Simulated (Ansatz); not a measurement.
## InP: equation of state with PBEsol

Crystal: InP.

```xyz
2
Lattice="0.0000 2.7688 2.7688 2.7688 0.0000 2.7688 2.7688 2.7688 0.0000" Properties=species:S:1:pos:R:3 pbc="T T T"
In    0.0000    0.0000    0.0000
P     2.7688    2.7688    2.7688
```

Measurements of this composition are mostly on another form, of space group No. 216.

* Program: Ansatz 0.2.0
* Task: equation of state
* Functional: PBEsol
* Potentials or basis: all-electron LAPW, scalar-relativistic
* Basis error allowed: 0.001 eV/atom
* k mesh: 8 × 8 × 8
* Occupations: fermi-dirac, width 0.05 eV
* Spin: no spin polarisation

```json
{
  "Equilibrium volume": "20.31 Å³/atom",
  "Bulk modulus": "85 GPa",
  "Pressure derivative of the bulk modulus": "5.1"
}
```

Energy against volume, from the lowest point:
```csv
volume (Å³/atom),energy (meV/atom)
19.953,1.63
20.378,0.00
20.803,2.96
21.227,9.98
21.652,20.60
22.076,34.39
22.501,50.89
```

All runs of the series together: 73 s on 1 thread of AMD EPYC 7R43 64-Core Processor (Zen 3) (shared host).
